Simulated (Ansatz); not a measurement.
**LiH: a sweep of one setting**

```xyz
2
Lattice="0.0000 2.0325 2.0325 2.0325 0.0000 2.0325 2.0325 2.0325 0.0000" Properties=species:S:1:pos:R:3 pbc="T T T"
Li    0.0000    0.0000    0.0000
H     2.0325    2.0325    2.0325
```

Atom numbers follow the list: Li1, H2.

The conventional cell has a = 4.065 Å, b = 4.065 Å, c = 4.065 Å, α = 90.00°, β = 90.00°, γ = 90.00°. Li (atom 1) has 6 H at 2.03 Å as nearest neighbours. Around H (atom 2) lie 6 Li at 2.03 Å.

The cell is COD entry 1010896, as deposited and not checked against the literature; nothing was relaxed. It differs from other determinations.

All numbers below come from Ansatz 0.2.0, DFT, PBE, all-electron LAPW, scalar-relativistic.

Settings: a Γ-centred 11×11×11 k mesh, Fermi–Dirac smearing of 0.03 eV, basis error target 1 meV/atom, no spin polarisation. One setting is then changed at a time.

```csv
k mesh,free energy less the base's (meV/atom),P (GPa),gap on the mesh (eV),cutoff chosen (eV)
11×11×11 (base),0.0,-1.47,3.201,176
3×3×3,-17.3,-1.81,6.029,176
6×6×6,0.4,-1.44,3.013,176
8×8×8,0.0,-1.46,3.014,176
15×15×15,0.0,-1.47,3.114,176
```
